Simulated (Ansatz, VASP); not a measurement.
# TiSeS (TiSeS, 1T) in two plane-wave programs

One calculation is typed for both programs; each brings its own data sets. How far apart do they land? The cell is invented: As first built, before any earlier steps moved the atoms (in the runner's words): 3x3x1 conventional cells of the TiSe2 type (27 atoms: 9 S, 9 Ti, 9 Se); Se/S share their sites, the best of 600 random draws by like-pair counts in two shells; start lattice by linear mixing of the end members' cells; atoms moved at random by 0.02 A. It may not be a known or stable phase. The structure shown is the start of the Ansatz relaxation below; VASP solves that cell, so the two are compared at the walk's first step.

Program: Ansatz 0.2.0. Level of theory: plane waves, with VASP 6.6.1 beside it; single point at LDA. Results are calculated unless marked as measured.

## Step 1: The starting structure

The cell holds 27 atoms: 9 S, 9 Ti and 9 Se. Cell: a = 10.422 Å, b = 10.422 Å, c = 5.849 Å, α = 90.0°, β = 90.0°, γ = 120.0°. It derives from TiSe2 (TiSe2 type, space group 164), repeated 3×3×1. As first built, before any earlier steps moved the atoms (in the runner's words): 3x3x1 conventional cells of the TiSe2 type (27 atoms: 9 S, 9 Ti, 9 Se); Se/S share their sites, the best of 600 random draws by like-pair counts in two shells; start lattice by linear mixing of the end members' cells; atoms moved at random by 0.02 A.

## Step 2: Ansatz: relaxation, LDA

Ansatz runs on its default PAW (the set named soft_2) files.

The two programs are compared at the cell with which this relaxation starts, whose forces are those of its first step.

Contents of input.yaml:

```yaml
crystal:
  lattice:
    - [10.422, 0.0, 0.0]
    - [-5.211, 9.02572, 0.0]
    - [0.0, 0.0, 5.8495]
  atoms:
    - { symbol: S, position: [0.22263, 0.11127, 0.7437] }
    - { symbol: S, position: [0.22254, 0.77398, 0.74115] }
    - { symbol: S, position: [0.44118, 0.2208, 0.2535] }
    - { symbol: S, position: [0.44635, 0.55783, 0.25253] }
    - { symbol: S, position: [0.55805, 0.44913, 0.74762] }
    - { symbol: S, position: [0.77571, 0.22397, 0.25568] }
    - { symbol: S, position: [0.77843, 0.55646, 0.25824] }
    - { symbol: S, position: [0.89072, 0.44677, 0.74622] }
    - { symbol: S, position: [0.8914, 0.77915, 0.74205] }
    - { symbol: Ti, position: [0.99941, 0.00428, 0.99726] }
    - { symbol: Ti, position: [0.99923, 0.33574, 0.00398] }
    - { symbol: Ti, position: [0.00123, 0.66962, 0.99837] }
    - { symbol: Ti, position: [0.33125, 0.9971, 0.00714] }
    - { symbol: Ti, position: [0.33452, 0.33505, 0.99476] }
    - { symbol: Ti, position: [0.33248, 0.66284, 0.99794] }
    - { symbol: Ti, position: [0.66976, 0.00334, 0.00573] }
    - { symbol: Ti, position: [0.6654, 0.33063, 0.00157] }
    - { symbol: Ti, position: [0.66687, 0.66846, 0.00195] }
    - { symbol: Se, position: [0.11544, 0.22385, 0.25505] }
    - { symbol: Se, position: [0.11196, 0.55511, 0.25394] }
    - { symbol: Se, position: [0.22112, 0.44412, 0.743] }
    - { symbol: Se, position: [0.1098, 0.88579, 0.25388] }
    - { symbol: Se, position: [0.55606, 0.10956, 0.74157] }
    - { symbol: Se, position: [0.44751, 0.88789, 0.26141] }
    - { symbol: Se, position: [0.55617, 0.77903, 0.74804] }
    - { symbol: Se, position: [0.88699, 0.10952, 0.74531] }
    - { symbol: Se, position: [0.77869, 0.8907, 0.2538] }
kpoints:
  mp_grid: { grid: [3, 3, 4] }
hamiltonian:
  xc: lda
scf:
  occupations: { method: methfessel_paxton, width: 0.15 }
output:
  forces: true
  stress: true
relax:
  f_tol: 0.02
  max_steps: 45
  cell: { stress_tol: 0.1 }
```

Launch:

```console
$ ansatz run input.yaml --threads 4 --pin off --max-ram 15360MiB --backend cpu --events-out ev --progress --plain --runs-dir out
```

Numbers of over 12 decimals in the logs are rounded to 6 here.

The program printed:

```text
The last accepted step is kept in <dir> (removed where the run ends without a failure and the disk answers)
Engine: ansatz 0.2.0, aarch64-unknown-linux-gnu
Pseudopotentials: kind: paw
Pseudopotential: S, paw, valence charge 6, recommended cutoff 420 eV (normal), S.paw.azcp
Pseudopotential: Ti, paw, valence charge 12, recommended cutoff 420 eV (normal), Ti.paw.azcp
Pseudopotential: Se, paw, valence charge 16, recommended cutoff 420 eV (normal), Se.paw.azcp
Functional definition: SPW92
  exchange = slater_x
  correlation = pw_c
Crystal: 27 atoms, lattice volume = 550.239 Å³
Basis set: ecut = 420 eV, 10705 PW (Γ)
Bands: 184, of which v1, the nominal top of the filled ones, is band 153 counted from 1 (152 counted from 0)
Symmetry: 1 space group operations
Space group: P1 (ITA 1), of the structure as read, at distance tolerance 8.2e-5 Å
k-points: 19 of 36 (time reversal used)
Non-local potential: S, projectors of the file, l = 0: 2, l = 1: 2, l = 2: 2
Non-local potential: Ti, projectors of the file, l = 0: 3, l = 1: 2, l = 2: 3, l = 3: 1
Non-local potential: Se, projectors of the file, l = 0: 2, l = 1: 2, l = 2: 3, l = 3: 1
PAW form: soft (Blöchl's): semilocal exchange-correlation on the pseudo side does not see the compensation charge
PAW frozen core: S, regenerated for the run's functional, and the local potential with it (the file was generated under x = pbe(κ = 0.804, μ = 0.219515), c = pbe(β = 0.066725))
PAW frozen core: Ti, regenerated for the run's functional, and the local potential with it (the file was generated under x = pbe(κ = 0.804, μ = 0.219515), c = pbe(β = 0.066725))
PAW frozen core: Se, regenerated for the run's functional, and the local potential with it (the file was generated under x = pbe(κ = 0.804, μ = 0.219515), c = pbe(β = 0.066725))
PAW one-centre angular grid: S, 110 points (default); XC on 64 Gauss nodes
PAW one-centre angular grid: Ti, 590 points (default); XC on 64 Gauss nodes
PAW one-centre angular grid: Se, 590 points (default); XC on 64 Gauss nodes
Initial density: superposition of atomic densities (neutral atoms: chi_scale 0, normalization atom), corrected by the library's trained network
Initial wavefunctions: pseudopotential atomic-orbital guess
Functional: x = slater, c = lda
SCF iter   1: F=—  HF=-78360.420027 eV  |F-HF|=—  |Δ(HF+E_count)|=         —  Δρ=6.31e-3  dr2=3.48e-1  ethr=1.77e-3  ⟨swp⟩=5.0  Hψ=12513  notcnv=0
preconditioner: auto → LDOS  [metal: Δε(μ)=0.016 eV  Ē_g=6.539 eV  σ=0.150 eV  W_gap=0.09  n_scr=142 (ndim 8)  ℏωp=19.0 eV  f_vac=0.018  D(μ)=7.82/eV (n_scr^D=32)  β→1.0]
SCF iter   2: F=—  HF=-78360.422355 eV  |F-HF|=—  |Δ(HF+E_count)|=   2.33e-3  S|Δr|=    0.00e0  Δρ=5.65e-3  dr2=4.00e-1  ethr=1.14e-4  ⟨swp⟩=2.0  Hψ=5200  notcnv=0  defer=1
SCF iter   3: F=—  HF=-78360.370470 eV  |F-HF|=—  |Δ(HF+E_count)|=   5.19e-2  S|Δr|=    0.00e0  Δρ=2.50e-3  dr2=6.79e-2  ethr=1.14e-4  ⟨swp⟩=2.0  Hψ=4381  notcnv=0  defer=1
SCF iter   4: F=—  HF=-78360.363090 eV  |F-HF|=—  |Δ(HF+E_count)|=   7.38e-3  S|Δr|=    0.00e0  Δρ=4.45e-4  dr2=2.16e-3  ethr=2.22e-5  ⟨swp⟩=2.0  Hψ=3987  notcnv=0  defer=1
SCF iter   5: F=—  HF=-78360.362604 eV  |F-HF|=—  |Δ(HF+E_count)|=   4.86e-4  S|Δr|=    0.00e0  Δρ=6.28e-5  dr2=3.35e-5  ethr=7.06e-7  ⟨swp⟩=2.0  Hψ=4372  notcnv=0  defer=1
SCF iter   6: F=—  HF=-78360.362789 eV  |F-HF|=—  |Δ(HF+E_count)|=   1.85e-4  S|Δr|=    0.00e0  Δρ=1.76e-5  dr2=1.87e-6  ethr=1.09e-8  ⟨swp⟩=2.0  Hψ=4914  notcnv=0  defer=1
SCF iter   7: F=—  HF=-78360.362789 eV  |F-HF|=—  |Δ(HF+E_count)|=   2.28e-8  S|Δr|=    0.00e0  Δρ=4.67e-6  dr2=1.35e-7  ethr=6.11e-10  ⟨swp⟩=2.0  Hψ=4251  notcnv=0  defer=1
SCF iter   8: F=-78360.362789 eV  HF=-78360.362789 eV  |F-HF|=1.38e-9  |Δ(HF+E_count)|=   1.54e-8  S|Δr|=    0.00e0  Δρ=1.15e-6  dr2=5.75e-9  ethr=3.27e-11  ⟨swp⟩=4.0  Hψ=9660  notcnv=0
SCF 1 converged in 8 iterations: F = -78360.362789 eV  dr2 = 5.75e-9
  greatest PAW one-centre occupation: 1.000 electrons in one spin orbital (limit 2), on the Se atom at site 26 (counted from 0), in its partial waves of l = 2
relax step   1: F+E_penalty+E_count = -78360.36278910 eV  Δ(F+E_penalty+E_count) = +0.000e0 eV  max|allowed force component| = 1.428e0 eV/Å  Δτ_max = 0.0000 Å  P = -6.043 GPa  Ω = 550.239 Å³  (8 SCF iters, dr2 threshold 1.00e-7 eV, accepted)
[...]
relax step   3: F+E_penalty+E_count = -78362.09406535 eV  Δ(F+E_penalty+E_count) = -2.441e-1 eV  max|allowed force component| = 2.387e-1 eV/Å  Δτ_max = 0.0780 Å  P = -0.086 GPa  Ω = 506.988 Å³  energy of the carried Pulay correction = +8.369e-3 eV  (8 SCF iters, dr2 threshold 2.70e-6 eV, accepted)
[...]
relax step   4: F+E_penalty+E_count = -78362.12402821 eV  Δ(F+E_penalty+E_count) = -2.996e-2 eV  max|allowed force component| = 4.500e-2 eV/Å  Δτ_max = 0.0370 Å  P = +0.072 GPa  Ω = 501.702 Å³  energy of the carried Pulay correction = +9.440e-3 eV  (7 SCF iters, dr2 threshold 2.70e-6 eV, accepted)
[...]
relax step   5: F+E_penalty+E_count = -78362.12522679 eV  Δ(F+E_penalty+E_count) = -1.199e-3 eV  max|allowed force component| = 8.318e-3 eV/Å  Δτ_max = 0.0071 Å  P = -0.004 GPa  Ω = 501.947 Å³  energy of the carried Pulay correction = +9.390e-3 eV  (7 SCF iters, dr2 threshold 1.27e-7 eV, accepted)
[...]
relax step   6: F+E_penalty+E_count = -78362.11780751 eV  Δ(F+E_penalty+E_count) = +7.419e-3 eV  max|allowed force component| = 8.332e-3 eV/Å  Δτ_max = 0.0000 Å  P = -0.014 GPa  Ω = 501.947 Å³  stress off target by 3.82e-2 GPa  SCF on the basis re-selected at this cell (its energy is not comparable with the rows above)  (6 SCF iters)
basis re-selected at this cell: Δ(F+E_penalty+E_count) = +7.419e-3 eV, ΔP = -0.010 GPa vs the last step (what re-selecting the basis moved, of the pressure what is left beyond the Pulay correction that the steps carried, after the strain that the cell walked since its last selection, with what the two solves' SCF thresholds leave and, on support functions, any second-order correction that the steps lacked; it is no m [...]
SCF converged after 6 iterations
Stability not checked: this state was not tested for a lower state beside it, because cold or Methfessel-Paxton smearing, or corrected tetrahedra, fill the levels in a way that the test cannot read (fill_not_monotonic; see scf.lower_state_search)
Free energy (F): -78362.117808 eV
Harris-Foulkes:  -78362.117808 eV  (|F-HF|=3.64e-10)
Internal energy: -78362.123742 eV  (E = F + TS)
E sigma→0 (E₀):  -78362.119291 eV
Entropy (-TS):   0.005934 eV (0.220 meV/atom)
Fermi energy:    9.887378 eV
--- Per-component energies (eV) ---
  E_band       = -4845.446275
  E_kinetic    = 4513.129912
  E_local      = -34413.293908  (includes V_loc(G=0)·N_el)
  E_nonlocal   = -4943.304665
  E_hartree    = 16227.173440
  E_xc         = -2688.777144
  E_vxc        = -2796.808191  (∫ρ·V_xc dr)
  E_paw        = -30544.851596  (= ΣΔE_a)
  E_vpaw       = 340.486358  (= ΣTr[D̂ρ^β])
  E_aug_tail   = -0.004344  (compensation charges beyond the density's cutoff)
  E_ewald      = -26536.464029
  E_core_change = 24.268591  (= ΣΔE_core)
  E_smearing   = 0.005934  (= −TS)
  E_closure    = -0.000000  (closes the sum)
  Σ components = -78362.117808   (vs F -78362.117808, Δ=0.00e0)
--- Forces (eV/Å), atoms counted from 1 ---
  atom   1  S      0.00142732     0.00289667     0.00319661
  atom   2  S      0.00426947     0.00147019    -0.00442978
  atom   3  S     -0.00337998    -0.00325379     0.00174504
  atom   4  S     -0.00582260     0.00076829     0.00398808
  atom   5  S     -0.00241755     0.00113390    -0.00460141
  atom   6  S     -0.00443428    -0.00264694    -0.00515512
  atom   7  S      0.00027893    -0.00833248    -0.00037230
  atom   8  S      0.00175541     0.00285169     0.00327794
  atom   9  S      0.00147018     0.00470890     0.00327194
  atom  10  Ti     0.00292427    -0.00543026    -0.00364163
  atom  11  Ti    -0.00644460    -0.00348760    -0.00116731
  atom  12  Ti    -0.00199951    -0.00559392    -0.00098180
  atom  13  Ti     0.00060002     0.00192324    -0.00185439
  atom  14  Ti    -0.00138170    -0.00677147    -0.00328078
  atom  15  Ti    -0.00147323    -0.00262242     0.00291364
  atom  16  Ti     0.00422553     0.00277284     0.00244742
  atom  17  Ti     0.00695730     0.00445628     0.00541586
  atom  18  Ti     0.00334391     0.00640252    -0.00090359
  atom  19  Se    -0.00336347    -0.00054663    -0.00056991
  atom  20  Se    -0.00105886     0.00230083     0.00100194
  atom  21  Se     0.00425721     0.00428538     0.00012440
  atom  22  Se     0.00036191    -0.00023245    -0.00100040
  atom  23  Se    -0.00083978    -0.00012854     0.00364470
  atom  24  Se    -0.00131175     0.00039175     0.00076072
  atom  25  Se     0.00163981     0.00069897    -0.00146189
  atom  26  Se     0.00278287     0.00324153     0.00137641
  atom  27  Se    -0.00236461    -0.00125862    -0.00375395
  max |Σ_I F_I| component: 9.57e-6 eV/Å
--- Stress (GPa, compression-positive) ---
       -0.015590       0.007656      -0.006253
        0.007656      -0.029805      -0.017218
       -0.006253      -0.017218       0.002598
  P = ⅓ Tr σ = -0.0143 GPa (-0.143 kbar)
--- Relaxed structure (5 steps of the walk, 5 accepted, 1 SCFs on fresh bases) ---
  F+E_penalty+E_count = -78362.11780751 eV   max|allowed force component| = 8.332e-3 eV/Å   (the final SCF, on the basis selected at the relaxed cell)
  cell:  # Å, volume = 501.9473 Å³
    - [10.128062, -0.00181112, 0.000949647]
    - [-5.065599, 8.773284, 0.012301]
    - [0.000533003, 0.00827962, 5.649569]
  atoms:
    - { symbol: S, position: [0.222804, 0.112553, 0.751895] }
    - { symbol: S, position: [0.221172, 0.778472, 0.757434] }
    - { symbol: S, position: [0.447374, 0.223072, 0.247680] }
    - { symbol: S, position: [0.444926, 0.554958, 0.244752] }
    - { symbol: S, position: [0.557464, 0.444870, 0.746172] }
    - { symbol: S, position: [0.775963, 0.222890, 0.245404] }
    - { symbol: S, position: [0.777235, 0.554432, 0.251615] }
    - { symbol: S, position: [0.889453, 0.447334, 0.749766] }
    - { symbol: S, position: [0.889255, 0.777936, 0.752409] }
    - { symbol: Ti, position: [1.002670, -0.0016857, 0.996604] }
    - { symbol: Ti, position: [0.995868, 0.335097, -0.000578734] }
    - { symbol: Ti, position: [-0.00374093, 0.665494, 0.995895] }
    - { symbol: Ti, position: [0.332045, 1.002955, -0.00295486] }
    - { symbol: Ti, position: [0.340885, 0.334310, 0.999449] }
    - { symbol: Ti, position: [0.332844, 0.666121, 0.999409] }
    - { symbol: Ti, position: [0.667720, 0.00361862, -0.000478796] }
    - { symbol: Ti, position: [0.668718, 0.337904, 0.000824108] }
    - { symbol: Ti, position: [0.666758, 0.660023, -0.000459608] }
    - { symbol: Se, position: [0.112964, 0.224031, 0.270949] }
    - { symbol: Se, position: [0.110203, 0.555298, 0.277490] }
    - { symbol: Se, position: [0.222470, 0.443912, 0.725701] }
    - { symbol: Se, position: [0.111111, 0.887804, 0.280061] }
    - { symbol: Se, position: [0.555192, 0.113896, 0.721154] }
    - { symbol: Se, position: [0.444814, 0.889997, 0.273545] }
    - { symbol: Se, position: [0.556873, 0.777649, 0.725831] }
    - { symbol: Se, position: [0.891248, 0.111923, 0.724136] }
    - { symbol: Se, position: [0.776611, 0.887124, 0.271688] }
```

Reading the cycles: dr2 is the Hartree energy of the density residual (eV), the measure of convergence; HF is the Harris–Foulkes estimate of the energy, which meets the free energy F at convergence.

[end of part 1 of 2]

[Lines on the potential files, build, host, timing and source positions are cut from VASP's logs without a mark.]

[Logs are printed without paths, hosts, clocks, repeated set-up lines and the standing remarks that a program may print on its own settings, such as how far it seeks lower states.]

[Hosts, paths, dates, database ids (printed as entryN), source tags and the programs' standing remarks are cut or masked in the printed files.]
